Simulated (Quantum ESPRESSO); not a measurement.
# Al2Au (Fm-3m) in Quantum ESPRESSO: equation of state

How stiff is Al2Au in PBE, and what volume does it want? The cell is scaled to several volumes.

Everything below comes from runs of Quantum ESPRESSO 7.5. Logs are shortened: lines on timing, memory, paths and dates and some standing lists are left out, and cuts for length are marked.

**1. The crystal as given**

Symmetry: Fm-3m, No. 225, cubic system. The conventional cell has a = 6.000 Å, b = 6.000 Å, c = 6.000 Å, α = 90.00°, β = 90.00°, γ = 90.00°. Around Au (site symmetry m-3m) lie 8 Al at 2.60 Å. Al (site symmetry -43m) is surrounded by 4 Au at 2.60 Å.

**2. Single point, PBE, 16.92 Å³/atom**

pw.in

```
&CONTROL
  calculation = 'scf'
  prefix = 'pwscf'
  outdir = './tmp'
  pseudo_dir = './pseudo'
  tprnfor = .true.
  tstress = .true.
  disk_io = 'nowf'
/
&SYSTEM
  ibrav = 0
  nat = 3
  ntyp = 2
  ecutwfc = 60
  ecutrho = 440
  nbnd = 19
  occupations = 'smearing'
  smearing = 'fd'
  degauss = 0.00367493
/
&ELECTRONS
  conv_thr = 6d-10
  electron_maxstep = 120
  mixing_beta = 0.5
/
ATOMIC_SPECIES
Au   196.9666 Au_ONCV_PBE-1.0.oncvpsp.upf
Al    26.9815 Al.pbe-n-kjpaw_psl.1.0.0.UPF
CELL_PARAMETERS angstrom
   0.0000000000    2.9387583261    2.9387583261
   2.9387583261    0.0000000000    2.9387583261
   2.9387583261    2.9387583261    0.0000000000
ATOMIC_POSITIONS crystal
Au     0.0000000000    0.0000000000    0.0000000000
Al     0.7500000000    0.7500000000    0.7500000000
Al     0.2500000000    0.2500000000    0.2500000000
K_POINTS automatic
8 8 8 0 0 0
```

Potentials or basis: SSSP 1.3 efficiency PBE.

The run is started by

```
$ OMP_NUM_THREADS=1 pw.x -in pw.in > pw.out
```

pw.out:

```text
This program is part of the open-source Quantum ESPRESSO suite
     for quantum simulation of materials; please cite
         "P. Giannozzi et al., J. Phys.:Condens. Matter 21 395502 (2009);
         "P. Giannozzi et al., J. Phys.:Condens. Matter 29 465901 (2017);
         "P. Giannozzi et al., J. Chem. Phys. 152 154105 (2020);
     in publications or presentations arising from this work. More details at

     file Al.pbe-n-kjpaw_psl.1.0.0.UPF: wavefunction(s)  3S 3P renormalized
     Message from routine setup:
     using ibrav=0 with symmetry is DISCOURAGED, use correct ibrav instead

     G-vector sticks info
     --------------------
     sticks:   dense  smooth     PW     G-vecs:    dense   smooth      PW
     Sum        1879    1027    313                53377    21595    3527

     Using Slab Decomposition

     bravais-lattice index     =            0
     lattice parameter (alat)  =       7.8538  a.u.
     unit-cell volume          =     342.5455 (a.u.)^3
     number of atoms/cell      =            3
     number of atomic types    =            2
     number of electrons       =        25.00
     number of Kohn-Sham states=           19
     kinetic-energy cutoff     =      60.0000  Ry
     charge density cutoff     =     440.0000  Ry
     scf convergence threshold =      6.0E-10
     mixing beta               =       0.5000
     number of iterations used =            8  plain     mixing
     Exchange-correlation= SLA  PW   PBX  PBC
                           (   1   4   3   4   0   0   0)

     celldm(1)=   7.853762  celldm(2)=   0.000000  celldm(3)=   0.000000
     celldm(4)=   0.000000  celldm(5)=   0.000000  celldm(6)=   0.000000

     crystal axes: (cart. coord. in units of alat)
               a(1) = (   0.000000   0.707107   0.707107 )
               a(2) = (   0.707107   0.000000   0.707107 )
               a(3) = (   0.707107   0.707107   0.000000 )

     reciprocal axes: (cart. coord. in units 2 pi/alat)
               b(1) = ( -0.707107  0.707107  0.707107 )
               b(2) = (  0.707107 -0.707107  0.707107 )
               b(3) = (  0.707107  0.707107 -0.707107 )

     PseudoPot. # 1 for Au read from file:
     Au_ONCV_PBE-1.0.oncvpsp.upf
     Pseudo is Norm-conserving, Zval = 19.0
     Generated using ONCVPSP code by D. R. Hamann
     Using radial grid of 1278 points,  8 beta functions with:
                l(1) =   0
                l(2) =   0
                l(3) =   1
                l(4) =   1
                l(5) =   2
                l(6) =   2
                l(7) =   3
                l(8) =   3

     PseudoPot. # 2 for Al read from file:
     Al.pbe-n-kjpaw_psl.1.0.0.UPF
     Pseudo is Projector augmented-wave + core cor, Zval =  3.0
     Generated using "atomic" code by A. Dal Corso  v.5.1
     Shape of augmentation charge: PSQ
     Using radial grid of 1135 points,  6 beta functions with:
                l(1) =   0
                l(2) =   0
                l(3) =   1
                l(4) =   1
                l(5) =   2
                l(6) =   2
     Q(r) pseudized with 0 coefficients

     atomic species   valence    mass     pseudopotential
     Au               19.00   196.96660     Au( 1.00)
     Al                3.00    26.98150     Al( 1.00)

     48 Sym. Ops., with inversion, found

   Cartesian axes

     site n.     atom                  positions (alat units)
         1        Au     tau(   1) = (   0.0000000   0.0000000   0.0000000  )
         2        Al     tau(   2) = (   1.0606602   1.0606602   1.0606602  )
         3        Al     tau(   3) = (   0.3535534   0.3535534   0.3535534  )

     number of k points=    29  Fermi-Dirac smearing, width (Ry)=  0.0037
                       cart. coord. in units 2pi/alat
        k(    1) = (   0.0000000   0.0000000   0.0000000), wk =   0.0039062
        k(    2) = (   0.0883883   0.0883883  -0.0883883), wk =   0.0312500
        k(    3) = (   0.1767767   0.1767767  -0.1767767), wk =   0.0312500
        k(    4) = (   0.2651650   0.2651650  -0.2651650), wk =   0.0312500
        k(    5) = (  -0.3535534  -0.3535534   0.3535534), wk =   0.0156250
        k(    6) = (   0.1767767   0.0000000   0.0000000), wk =   0.0234375
[... 21 lines left out ...]
        k(   28) = (  -0.7071068   0.1767767  -0.0000000), wk =   0.0468750
        k(   29) = (  -0.7071068   0.3535534   0.0000000), wk =   0.0234375

     Dense  grid:    53377 G-vectors     FFT dimensions: (  54,  54,  54)

     Smooth grid:    21595 G-vectors     FFT dimensions: (  40,  40,  40)

     Initial potential from superposition of free atoms

     starting charge      24.9953, renormalised to      25.0000
     Starting wfcs are   18 randomized atomic wfcs +    1 random wfcs

     Self-consistent Calculation

     iteration #  1     ecut=    60.00 Ry     beta= 0.50
     Davidson diagonalization with overlap
     ethr =  1.00E-02,  avg # of iterations =  4.8

     Threshold (ethr) on eigenvalues was too large:
     Diagonalizing with lowered threshold

     Davidson diagonalization with overlap
     ethr =  1.54E-04,  avg # of iterations =  3.4

     total energy              =    -353.75944373 Ry
     estimated scf accuracy    <       0.04079355 Ry

     iteration #  2     ecut=    60.00 Ry     beta= 0.50
     Davidson diagonalization with overlap
     ethr =  1.63E-04,  avg # of iterations =  2.0
[... 36 lines left out ...]
     total energy              =    -353.76311312 Ry
     estimated scf accuracy    <          5.9E-09 Ry

     iteration #  8     ecut=    60.00 Ry     beta= 0.50
     Davidson diagonalization with overlap
     ethr =  2.37E-11,  avg # of iterations =  2.4

     End of self-consistent calculation

          k = 0.0000 0.0000 0.0000 (  2733 PWs)   bands (ev):

   -95.3585 -46.6746 -46.6746 -46.6746   1.1707   5.2449   5.2449   5.2449
     6.2719   6.2719  14.8833  15.1642  15.1642  15.1642  16.3948  16.3948
    16.3948  18.1222  18.1222

          k = 0.0884 0.0884-0.0884 (  2698 PWs)   bands (ev):

   -95.3585 -46.6748 -46.6746 -46.6746   1.3853   5.1804   5.2995   5.2995
     6.2612   6.2612  12.8082  14.5136  14.5136  15.0673  17.0904  17.0904
    17.6658  17.6658  17.7283
[... 13 lines left out ...]
          k =-0.3536-0.3536 0.3536 (  2692 PWs)   bands (ev):

   -95.3585 -46.6761 -46.6748 -46.6748   3.2978   5.4543   5.5014   5.5014
     6.4145   6.4145   6.5080  12.5136  12.5136  15.5967  16.2109  16.2109
    16.3062  21.2543  21.2543

          k = 0.1768 0.0000 0.0000 (  2701 PWs)   bands (ev):

   -95.3585 -46.6748 -46.6746 -46.6746   1.4585   5.1305   5.3366   5.3366
     6.1850   6.3208  13.5227  13.5227  13.8132  14.4929  16.4837  17.3188
    18.3062  18.4581  18.4581

          k = 0.2652 0.0884-0.0884 (  2690 PWs)   bands (ev):

   -95.3585 -46.6752 -46.6747 -46.6747   1.9457   5.0061   5.4501   5.4535
     6.1262   6.3656  10.9939  12.6570  13.2011  14.9315  16.2242  17.4747
    18.0172  18.2759  19.6448
[... 19 lines left out ...]
          k =-0.0884-0.2652 0.2652 (  2682 PWs)   bands (ev):

   -95.3585 -46.6755 -46.6749 -46.6747   2.4524   4.9709   5.4852   5.5160
     6.1776   6.3929   9.3646  11.4739  13.5714  15.6834  16.4522  16.5273
    18.3395  18.3893  18.7956

          k = 0.0000-0.1768 0.1768 (  2705 PWs)   bands (ev):

   -95.3585 -46.6751 -46.6747 -46.6746   1.7359   5.0792   5.3806   5.3924
     6.1881   6.3188  11.7055  12.2585  14.7008  15.7731  16.5245  16.6072
    17.2784  17.6416  18.7824

          k = 0.3536 0.0000 0.0000 (  2682 PWs)   bands (ev):

   -95.3585 -46.6754 -46.6748 -46.6748   2.3052   4.8686   5.5975   5.5975
     5.9708   6.4419  11.2052  11.7433  11.7433  14.0901  15.0965  19.2074
    19.3827  19.3827  20.2669

          k = 0.4419 0.0884-0.0884 (  2693 PWs)   bands (ev):

   -95.3585 -46.6757 -46.6750 -46.6749   3.0223   4.7570   5.6335   5.7424
     6.0545   6.4972   9.2225  10.9534  11.1491  14.3030  15.4018  18.7314
    19.3669  19.8337  21.5714
[... 7 lines left out ...]
          k =-0.0884-0.4419 0.4419 (  2686 PWs)   bands (ev):

   -95.3585 -46.6758 -46.6754 -46.6749   3.9340   4.9741   5.5893   5.8098
     6.2226   6.2894   7.5458   9.3429  11.6148  14.5729  17.4567  18.2123
    18.7704  20.4259  20.5198

          k = 0.0000-0.3536 0.3536 (  2676 PWs)   bands (ev):

   -95.3585 -46.6757 -46.6752 -46.6748   3.2292   4.8886   5.5374   5.7036
     6.1501   6.4188   8.7494   9.5197  12.5827  15.0133  17.0735  17.7956
    18.3997  18.9453  20.7443

          k = 0.5303-0.0000 0.0000 (  2674 PWs)   bands (ev):

   -95.3585 -46.6759 -46.6751 -46.6751   3.6260   4.6244   5.7614   5.9464
     5.9464   6.5676   8.5759  10.4397  10.4397  13.8918  14.4884  19.9777
    20.8463  20.8463  21.5175

          k =-0.0884-0.6187 0.6187 (  2689 PWs)   bands (ev):

   -95.3585 -46.6760 -46.6752 -46.6751   4.3860   4.6134   5.5117   6.0470
     6.3813   6.5492   7.3770   9.5945  10.2617  14.0827  15.0414  19.2136
    20.9350  22.1375  22.1527

          k = 0.0000-0.5303 0.5303 (  2686 PWs)   bands (ev):

   -95.3585 -46.6759 -46.6755 -46.6750   4.4459   5.1004   5.2461   6.0139
     6.3530   6.3856   7.4213   8.6770  10.7242  14.2482  16.7340  18.3639
    20.3805  20.6711  23.0596

          k =-0.7071 0.0000 0.0000 (  2698 PWs)   bands (ev):

   -95.3585 -46.6762 -46.6751 -46.6751   4.5277   4.7082   5.7420   6.1365
     6.1365   6.6211   6.9638   9.9247   9.9247  13.8356  14.3254  19.8544
    22.5415  22.5415  22.8219

          k = 0.3536 0.1768 0.0000 (  2690 PWs)   bands (ev):

   -95.3585 -46.6755 -46.6750 -46.6748   2.5474   4.8834   5.5353   5.6073
     6.0873   6.4350   9.9243  10.8231  12.6114  15.2904  15.9409  17.2791
    18.3445  19.7619  19.8622

          k =-0.2652-0.4419 0.6187 (  2686 PWs)   bands (ev):

   -95.3585 -46.6758 -46.6752 -46.6749   3.3877   4.8576   5.5397   5.7333
     6.2440   6.4332   8.1061  10.1694  11.7398  15.3511  16.4143  17.4470
    18.8555  19.5121  21.0342
[... 13 lines left out ...]
          k =-0.0884-0.4419 0.6187 (  2685 PWs)   bands (ev):

   -95.3585 -46.6758 -46.6754 -46.6751   4.4238   4.8392   5.4219   6.0157
     6.1294   6.5913   7.5266   8.8902  10.3919  15.1596  16.8970  17.4061
    19.4150  20.9034  22.1417

          k = 0.0000-0.3536 0.5303 (  2689 PWs)   bands (ev):

   -95.3585 -46.6757 -46.6755 -46.6750   4.1704   4.8498   5.5441   5.9517
     6.0712   6.3986   8.2053   8.4821  10.8991  15.4995  16.7437  17.8447
    19.0004  20.0638  22.2012

          k =-0.7071 0.1768-0.0000 (  2686 PWs)   bands (ev):

   -95.3585 -46.6760 -46.6753 -46.6751   4.5974   4.9376   5.2433   6.1367
     6.3520   6.8055   6.8909   9.2477   9.9124  14.7238  15.2727  18.6443
    20.5783  22.1254  22.9093

          k =-0.7071 0.3536 0.0000 (  2720 PWs)   bands (ev):

   -95.3585 -46.6756 -46.6756 -46.6751   4.8238   4.8238   5.5045   5.6429
     6.1368   6.7706   8.0302   8.0302   9.9023  16.5731  16.5731  17.5777
    17.6108  21.9070  24.1711

     the Fermi energy is    12.2229 ev

!    total energy              =    -353.76311312 Ry
     estimated scf accuracy    <          5.5E-10 Ry
     smearing contrib. (-TS)   =      -0.00044859 Ry
     internal energy E=F+TS    =    -353.76266453 Ry

     The total energy is F=E-TS. E is the sum of the following terms:
     one-electron contribution =    -169.93043687 Ry
     hartree contribution      =      90.85056193 Ry
     xc contribution           =     -30.64052088 Ry
     ewald contribution        =    -174.67699215 Ry
     one-center paw contrib.   =     -69.36527656 Ry

     convergence has been achieved in   8 iterations

     Forces acting on atoms (cartesian axes, Ry/au):

     atom    1 type  1   force =    -0.00000000    0.00000000   -0.00000000
     atom    2 type  2   force =     0.00000000   -0.00000000   -0.00000000
     atom    3 type  2   force =    -0.00000000    0.00000000    0.00000000

     Total force =     0.000000     Total SCF correction =     0.000000

     Computing stress (Cartesian axis) and pressure

          total   stress  (Ry/bohr**3)                   (kbar)     P=      116.82
   0.00079413   0.00000000  -0.00000000          116.82        0.00       -0.00
   0.00000000   0.00079413  -0.00000000            0.00      116.82       -0.00
  -0.00000000  -0.00000000   0.00079413           -0.00       -0.00      116.82

=------------------------------------------------------------------------------=
   JOB DONE.
=------------------------------------------------------------------------------=
```

It took 29 s on 1 thread of Arm Neoverse V2, shared host; peak memory 0.27 GiB.

Results:

| Quantity | Value |
| --- | --- |
| Free energy | -4813.1924 eV |
| Pressure | 11.7 GPa |
| Band gap on the k mesh | none (metal or under the smearing width) |

[end of part 1 of 2]
